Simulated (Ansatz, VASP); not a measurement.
**TaN: VASP beside Ansatz**

Contents of INCAR:

```
PREC = Accurate
ENCUT = 520
EDIFF = 1E-6
ISMEAR = 0
SIGMA = 0.1
LREAL = False
LASPH = True
NELM = 60
ALGO = Normal
ISIF = 2
LWAVE = False
LCHARG = True
GGA = PE
LELF = True
LVHAR = True
NBANDS = 15
```

The input KPOINTS:

```
Automatic mesh
0
Gamma
  16 16 16
```

Contents of POSCAR:

```
TaN
1.0
    0.0000000000      2.2799297606      2.2799297606
    2.2799297606      0.0000000000      2.2799297606
    2.2799297606      2.2799297606      0.0000000000
Ta N
1 1
Direct
    0.5000000000      0.5000000000      0.5000000000
    0.0000000000      0.0000000000      0.0000000000
```

Input for Ansatz:

```yaml
crystal:
  lattice:
    - [0.0, 2.2799297606, 2.2799297606]
    - [2.2799297606, 0.0, 2.2799297606]
    - [2.2799297606, 2.2799297606, 0.0]
  atoms:
    - { symbol: Ta, position: [0.5, 0.5, 0.5] }
    - { symbol: "N", position: [0.0, 0.0, 0.0] }
basis:
  ecutwfc: 420
kpoints:
  mp_grid: { grid: [16, 16, 16] }
hamiltonian:
  xc: pbe
scf:
  occupations: { method: gaussian, width: 0.1 }
output:
  forces: true
  stress: true
  eigenvalues: true
  write_density: true
  write_potential: true
  elf: true
  volumetric_format: npy
```

Alike in both runs: task single point; functional PBE; k mesh 16 × 16 × 16; occupations gaussian, width 0.1 eV; no spin polarisation.

```csv
,VASP,Ansatz
version,VASP 6.6.1,Ansatz 0.2.0
potentials or method,"VASP PAW PBE potentials, release 64 (Ta_pv, N)","scalar-relativistic, plane waves, PAW"
plane-wave cutoff (eV),520,420
valence electrons in the cell,16,18
```

```csv
,VASP,Ansatz,Ansatz less VASP
gap on the k mesh at the Fermi level (eV),none,none,-
pressure (GPa),-24.9,-25.4,-0.47
```

A gap of «none» marks a metal or a gap that the smearing closes. With one functional, cell and mesh, what is left measures potentials, basis and numerics. The two sets of potentials don't hold the same shells in valence.

Caveats: so large a pressure means that the cell lies far from this level's equilibrium, or that cutoff or potentials fall short (VASP). Spin-orbit coupling is left out, which matters for the levels of Ta.
